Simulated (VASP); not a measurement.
Crystal: NiO.

```
Ni O
1.0
     0.00000    2.28355    2.28355
     2.28355    0.00000    2.28355
     2.28355    2.28355    0.00000
Ni O
1 1
Direct
  0.00000 0.00000 0.00000
  0.25000 0.25000 0.25000
```

Measurements of this composition are mostly on another form, of space group No. 225.

Base run:

| Property | Result |
| --- | --- |
| Program | VASP 6.6.1 |
| Functional | PBE |
| Potentials or basis | VASP PAW PBE potentials, release 64 (Ni, O) |
| Cutoff | 520 eV |
| k mesh | 7 × 7 × 7 |
| Occupations | gaussian, width 0.05 eV |
| Spin | collinear spin, random start |
| Starting moments | [0.88, 0.0] μB |
| Hubbard terms | Ni d U = 8 eV |

Its results: band gap on the k mesh none (metal or under the smearing width); pressure -13.2 GPa.

Problem. The run is repeated on the same cell with these changes: spin from collinear spin, random start to no spin polarisation; further incar settings from ALGO = Normal; EDIFF = 1e-06; NBANDS = 19 to ALGO = Normal; EDIFF = 1e-07; NBANDS = 15. What comes out?

Solution. Band gap on the k mesh none (metal or under the smearing width); pressure -20.0 GPa.

Caveats: a cell with one magnetic atom can't hold antiferromagnetic order, which such compounds often take (some runs); U without spin polarisation on a metal has little footing (some runs).
